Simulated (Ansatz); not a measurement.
A plane-wave DFT run in Ansatz 0.2.0 (scalar-relativistic PAW potentials unless the input names others): input and command.

```yaml
crystal:
  lattice:
    - [4.5908518299, 0.0, 0.0]
    - [0.0, 4.5908518299, 0.0]
    - [0.0, 0.0, 3.0944544021]
  atoms:
    - { symbol: Ir, position: [0.0, 0.0, 0.0] }
    - { symbol: Ir, position: [0.5, 0.5, 0.5] }
    - { symbol: O, position: [0.3084154545, 0.3084154545, 0.0] }
    - { symbol: O, position: [0.1915845455, 0.8084154545, 0.5] }
    - { symbol: O, position: [0.6915845455, 0.6915845455, 0.0] }
    - { symbol: O, position: [0.8084154545, 0.1915845455, 0.5] }
basis:
  ecutwfc: "250 eV"
  ecutrho_ratio: 4
kpoints:
  mp_grid: { grid: [12, 12, 16] }
hamiltonian:
  xc: pbe
scf:
  occupations: { method: gaussian, width: 0.15 }
output:
  forces: true
  eigenvalues: true
  stress: true
```

```bash
ansatz run input.yaml --threads 1 --pin off --max-ram 2560MiB --backend cpu --events-out ev --progress --plain --runs-dir out
```

Abridged log:
```
Warning: basis.ecutwfc = 250 eV is below the records' recommended 420 eV, and the density's cutoff is lower with it unless basis.ecutrho_ratio is high enough to keep the records' density cutoff: compare with a run at a higher cutoff
Warning: basis.ecutrho_ratio = 4 (ecutrho = 1000 eV) is below the records' recommended 1680 eV
Pseudopotentials: kind: paw
Pseudopotential: Ir, paw, valence charge 17, recommended cutoff 420 eV (normal)
Pseudopotential: O, paw, valence charge 6, recommended cutoff 420 eV (normal)
Functional definition: PBE
Crystal: 6 atoms, lattice volume = 65.218 Å³
Basis set: ecut = 250 eV, 579 PW (Γ), exchange–correlation on 48×48×32 points (8 copies of the dense FFT grid, shifted against one another)
Bands: 35, of which v1, the nominal top of the filled ones, is band 29 counted from 1 (28 counted from 0)
Symmetry: 16 space group operations
Space group: P42/mnm (ITA 136), of the structure as read, at distance tolerance 4.0e-5 Å
k-points: 252 of 2304
Initial density: superposition of atomic densities (neutral atoms: chi_scale 0, normalization atom), corrected by the library's trained network
Initial wavefunctions: pseudopotential atomic-orbital guess
Functional: x = pbe(κ = 0.804, μ = 0.21951497), c = pbe(β = 0.06672455)
SCF iter   1: F=—  HF=-26125.254073 eV  |F-HF|=—  |Δ(HF+E_count)|=         —  Δρ=6.46e-2  dr2=8.82e-1  ethr=1.77e-3  ⟨swp⟩=5.1  Hψ=31891  notcnv=0
SCF iter   2: F=—  HF=-26125.113403 eV  |F-HF|=—  |Δ(HF+E_count)|=   1.41e-1  Δρ=2.99e-2  dr2=3.13e-1  ethr=1.52e-3  ⟨swp⟩=2.1  Hψ=18923  notcnv=0  defer=261
SCF iter   3: F=—  HF=-26125.010739 eV  |F-HF|=—  |Δ(HF+E_count)|=   1.03e-1  Δρ=3.02e-3  dr2=2.23e-3  ethr=5.39e-4  ⟨swp⟩=2.0  Hψ=15097  notcnv=0  defer=261
SCF iter   4: F=—  HF=-26125.011047 eV  |F-HF|=—  |Δ(HF+E_count)|=   3.08e-4  Δρ=6.89e-4  dr2=2.03e-4  ethr=3.85e-6  ⟨swp⟩=2.6  Hψ=14008  notcnv=0  defer=261
SCF iter   5: F=—  HF=-26125.011054 eV  |F-HF|=—  |Δ(HF+E_count)|=   7.32e-6  Δρ=2.41e-4  dr2=3.43e-5  ethr=3.51e-7  ⟨swp⟩=2.0  Hψ=13656  notcnv=0  defer=261
SCF iter   6: F=—  HF=-26125.011069 eV  |F-HF|=—  |Δ(HF+E_count)|=   1.53e-5  Δρ=5.33e-5  dr2=7.77e-7  ethr=5.92e-8  ⟨swp⟩=2.0  Hψ=12987  notcnv=0  defer=261
SCF iter   7: F=-26125.011070 eV  HF=-26125.011070 eV  |F-HF|=5.17e-10  |Δ(HF+E_count)|=   1.61e-7  Δρ=1.01e-5  dr2=3.10e-8  ethr=1.72e-10  ⟨swp⟩=8.9  Hψ=36081  notcnv=0
SCF 1 converged in 7 iterations: F = -26125.011070 eV  dr2 = 3.10e-8
SCF converged after 7 iterations
Free energy (F): -26125.011070 eV
Harris-Foulkes:  -26125.011070 eV  (|F-HF|=5.17e-10)
Internal energy: -26124.977829 eV  (E = F + TS)
E sigma→0 (E₀):  -26124.994449 eV
Entropy (-TS):   -0.033240 eV (-5.540 meV/atom)
Fermi energy:    14.077540 eV
--- Forces (eV/Å), atoms counted from 1 ---
  atom   1  Ir     0.00000000     0.00000000     0.00000000
  atom   2  Ir     0.00000000     0.00000000     0.00000000
  atom   3  O     -0.39871788    -0.39871788     0.00000000
  atom   4  O      0.39871788    -0.39871788     0.00000000
  atom   5  O      0.39871788     0.39871788     0.00000000
  atom   6  O     -0.39871788     0.39871788     0.00000000
--- Stress (GPa, compression-positive) ---
       -7.413713       0.000000       0.000000
        0.000000      -7.413713       0.000000
        0.000000       0.000000       7.584680
  P = ⅓ Tr σ = -2.4142 GPa (-24.142 kbar)
```

Apart from outputs and empty bands, the input differs from a reference run on usual settings in basis.ecutrho_ratio: not typed → 4; basis.ecutwfc: 420 → "250 eV". The reference, at the same geometry (not necessarily relaxed), gave pressure 2.99 GPa, largest force 0.564 eV/Å, no gap on the mesh. This run converged in 7 SCF iterations (reference: 6) with an energy at zero smearing 1.7 eV/atom above the reference's, pressure -2.41 GPa, largest force 0.564 eV/Å, no gap on the mesh. Its cutoff is looser than usual, and the result moved.

Time: 8.2 s on 1 thread of Intel(R) Xeon(R) Platinum 8488C (Sapphire Rapids), with other jobs on the host, peak memory 0.52 GiB.